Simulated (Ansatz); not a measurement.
TaN under pressure: fit and missing row

TaN, Fm-3m, a = 4.417 Å. This isn't the usual stable structure of the compound. Ansatz: PBE, PAW, 420 eV, Γ-centred 16×16×16 mesh on 2 atoms, Gaussian smearing 0.10 eV; no spin polarisation. Cell and atoms are relaxed at each pressure, and no other structure is tried, so the rows at high pressure may lie past a change of phase.

| V (Å³/atom) | P (GPa) |
| --- | --- |
| ? | 90.02 |
| 9.583 | 50.01 |
| 10.089 | 25.01 |
| 10.416 | 12.00 |
| 10.646 | 4.03 |
| 10.741 | 1.02 |
| 10.774 | 0.00 |
| 10.808 | -1.04 |

Task: Take V0 = 10.774 Å³/atom, fit the third-order Birch–Murnaghan form to the other rows, and predict the missing volume.

Result: With the Eulerian strain f = ½[(V0/V)^(2/3) − 1] and y = P/[3f(1 + 2f)^(5/2)], the form is the line y = B0 + 1.5 B0 (B0′ − 4) f. Rows (f, y): 0.04061, 337.7; 0.02238, 333.9; 0.01139, 332.0; 0.00400, 329.2; 0.00102, 331.6; -0.00105, 331.9. Means f = 0.01306, y = 332.72; Σ(Δf)² = 0.001275, ΣΔfΔy = 0.2063; the slope is their ratio. y = 330.6 + 161.9 f GPa, so B0 = 330.6 GPa and B0′ = 4 + 2 × (161.9)/(3 × 330.6) = 4.33. P = 90.02 GPa is met at f = 0.06485 (y = 341.10), so V = V0 (1 + 2f)^(−3/2) = 8.973 Å³/atom. The run gave 8.974 Å³/atom, so the fit is 0.001 Å³/atom too low, within twice the rms miss on the fitted rows (0.0007 Å³/atom). The form still works here, 78 % of the fitted range beyond its end.

The mesh isn't the same in all rows (16×16×16, 18×18×18). Spin–orbit coupling is left out, which can shift energies with elements as heavy as these.